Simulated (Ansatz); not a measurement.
Crystal: I.

```
I
1.0
     3.63503   -2.39502    0.00000
     3.63503    2.39502    0.00000
     0.00000    0.00000    9.79344
I
4
Direct
  0.64930 0.35070 0.38440
  0.14930 0.85070 0.11560
  0.35070 0.64930 0.61560
  0.85070 0.14930 0.88440
```

Base run:

* Program: Ansatz 0.2.0
* Functional: HSE06 form with a typed share of exact exchange
* Potentials or basis: Ansatz PAW
* Cutoff: 420 eV (not typed: the program's choice for these potentials)
* k mesh: 4 × 4 × 2
* Occupations: fermi-dirac, width 0.05 eV
* Spin: no spin polarisation

Its results: band gap on the k mesh 1.29 eV, indirect (least direct gap 1.41 eV); pressure 1.8 GPa; largest force 0.847 eV/Å.

Question: The run is repeated on the same cell with these changes: share of exact exchange from 0 to 0.15. What comes out?

Answer: Band gap on the k mesh 1.79 eV, indirect (least direct gap 1.96 eV); pressure 1.3 GPa; largest force 0.512 eV/Å.

Caveats: spin-orbit coupling is left out, which moves the levels of the heavy elements; the PAW data sets were made with another functional, which shifts forces and pressure a little (some runs); the PAW data sets come from PBE, with cores solved anew for the run's functional, which leaves a small shift of forces and pressure (some runs); the thresholds are loose for stress (some runs).

A k mesh can miss the band edges.
